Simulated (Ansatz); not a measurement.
NbH2 in Ansatz: convergence with smearing width

NbH2:

```
CELL_PARAMETERS angstrom
0.00000 2.28150 2.28150
2.28150 0.00000 2.28150
2.28150 2.28150 0.00000
ATOMIC_POSITIONS crystal
Nb 0.00000 0.00000 0.00000
H 0.75000 0.75000 0.75000
H 0.25000 0.25000 0.25000
```

```yaml
Program: Ansatz 0.2.0
Task: convergence study
Functional: r2SCAN
Potentials_or_basis: Ansatz PAW
Cutoff: "500 eV (not typed: the program's choice for these potentials)"
k_mesh: 8 × 8 × 8
Occupations: fermi-dirac, width 0.3 eV
Spin: no spin polarisation
```

These are the settings of the first run; the series varies smearing width, with any setting tied to it.

Hardware: 2 threads of Arm Neoverse V1, on a shared host.

| smearing width | energy less the tightest run, at zero smearing (meV/atom) | pressure (GPa) | SCF cycles | CPU time (s) | peak memory (GiB) |
| --- | --- | --- | --- | --- | --- |
| 0.3 eV | -3.66 | -0.46 | 6 | 1.9 | 0.32 |
| 0.2 eV | -2.78 | -1.22 | 6 | 1.8 | 0.32 |
| 0.15 eV | -1.86 | -1.46 | 6 | 1.8 | 0.32 |
| 0.1 eV | -0.78 | -1.62 | 6 | 1.8 | 0.32 |
| 0.05 eV | -0.21 | -1.74 | 6 | 1.8 | 0.32 |
| 0.025 eV | -0.10 | -1.76 | 6 | 1.8 | 0.32 |
| 0.01 eV | -0.03 | -1.75 | 6 | 1.8 | 0.32 |
| 0.005 eV | 0.00 | -1.75 | 6 | 1.7 | 0.32 |

Against the tightest run, the energy stays within 1 meV/atom from 0.1 eV on; the pressure stays within 0.1 GPa from 0.05 eV on. Narrower smearing needs a denser k mesh, so at a fixed mesh the narrowest width isn't the most accurate. The tightest run that finished is the yardstick and may itself not be fully converged.

Caveat, for the tightest run too: the PAW data sets come from PBE, with cores solved anew for the run's functional, which leaves a small shift of forces and pressure.
